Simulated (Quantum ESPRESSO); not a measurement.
Wanted: the native input for a Quantum ESPRESSO 7.5 run.

```yaml
Task: single point
Functional: PBE
Potentials_or_basis: SG15 PBE 1.2
Cutoff: 1197 eV
Density_cutoff: 4789 eV
k_mesh: 6 × 6 × 6
Occupations: fermi-dirac, width 0.05 eV
Spin: no spin polarisation
Mixing_beta: 0.5
Most_SCF_iterations: 120
SCF_threshold: 4e-10 Ry
```

Crystal: BN.

```
N B
1.0
     0.00000    1.81300    1.81300
     1.81300    0.00000    1.81300
     1.81300    1.81300    0.00000
N B
1 1
Direct
  0.25000 0.25000 0.25000
  0.00000 0.00000 0.00000
```

The cell is a database's computed one.

One way to write it, as run:

pw.in

```
&CONTROL
  calculation = 'scf'
  prefix = 'pwscf'
  outdir = './tmp'
  pseudo_dir = './pseudo'
  tprnfor = .true.
  tstress = .true.
  disk_io = 'nowf'
/
&SYSTEM
  ibrav = 0
  nat = 2
  ntyp = 2
  ecutwfc = 88
  nbnd = 9
  occupations = 'smearing'
  smearing = 'fd'
  degauss = 0.00367493
/
&ELECTRONS
  conv_thr = 4d-10
  electron_maxstep = 120
  mixing_beta = 0.5
/
ATOMIC_SPECIES
N     14.0070 N_ONCV_PBE-1.2.upf
B     10.8100 B_ONCV_PBE-1.2.upf
CELL_PARAMETERS angstrom
   0.0000000000    1.8130010000    1.8130010000
   1.8130010000    0.0000000000    1.8130010000
   1.8130010000    1.8130010000    0.0000000000
ATOMIC_POSITIONS crystal
N      0.2500000000    0.2500000000    0.2500000000
B      0.0000000000    0.0000000000    0.0000000000
K_POINTS automatic
6 6 6 0 0 0
```

Potentials or basis: SG15 PBE 1.2.

The run is started by

```sh
$ OMP_NUM_THREADS=1 mpirun -n 2 pw.x -nk 2 -in pw.in > pw.out
```

It gave:

- Pressure: -1.5 GPa
- Band gap on the k mesh: 4.53 eV, indirect (least direct gap 8.76 eV)

Caveat: the k mesh is coarse (spacing up to 0.50 Å⁻¹), so the values aren't converged.

Wall time 1.6 s on 2 MPI ranks on Arm Neoverse V2 (shared host), peak memory 0.1 GiB a rank.
